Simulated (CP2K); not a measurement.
Bi under changes of volume

One of the cells (34.026 Å³/atom); the others are scaled copies at fixed shape and fractional positions:

```
Bi
1.0
     4.68864    0.00000    0.00000
     0.50276    4.66161    0.00000
    -0.93768   -0.84199    3.11355
Bi
2
Direct
  0.75306 0.75306 0.85738
  0.24694 0.24694 0.14262
```

This isn't the form of Bi at room conditions, which is rhombohedral.

- Program: CP2K 2026.2
- Functional: PBEsol
- Potentials or basis: POTENTIAL_UZH Bi GTH-PBE-q5; TZVP-MOLOPT-PBE-GTH basis
- Density cutoff: 6123 eV
- k mesh: 6 × 6 × 9
- Occupations: fermi-dirac, width 0.05 eV
- Spin: no spin polarisation

| volume (Å³/atom) | energy over the lowest point (meV/atom) | pressure (GPa) | largest force (eV/Å) |
| --- | --- | --- | --- |
| 31.984 | 17.66 | 3.3 | 0.104 |
| 32.665 | 6.55 | 1.9 | 0.072 |
| 33.345 | 0.85 | 0.7 | 0.041 |
| 34.026 | 0.00 | -0.3 | 0.015 |
| 34.706 | 3.48 | -1.3 | 0.019 |
| 35.387 | ? | ? | ? |
| 36.067 | 21.67 | -2.9 | 0.067 |

Task: What does the run at 35.387 Å³/atom give?

Result: Energy over the lowest point 10.84 meV/atom; pressure -2.2 GPa; largest force 0.043 eV/Å.

Worked out: A Birch-Murnaghan fit of order 3 (a polynomial in V^(-2/3)) to the other rows has its minimum at 33.81 Å³/atom with B0 = V·E''(V) = 52 GPa and B' = 4.5 at fixed shape and positions, which overstates the stiffness. It gives 10.84 meV/atom at 35.387 Å³/atom, against the run's 10.84, and -dE/dV = -2.2 GPa, against -2.2.

Energies are extrapolated to zero smearing.

Caveats: the potentials were made for another functional, which shifts forces and pressure; the basis of atomic orbitals isn't converged, which shifts pressures, moduli and gaps.
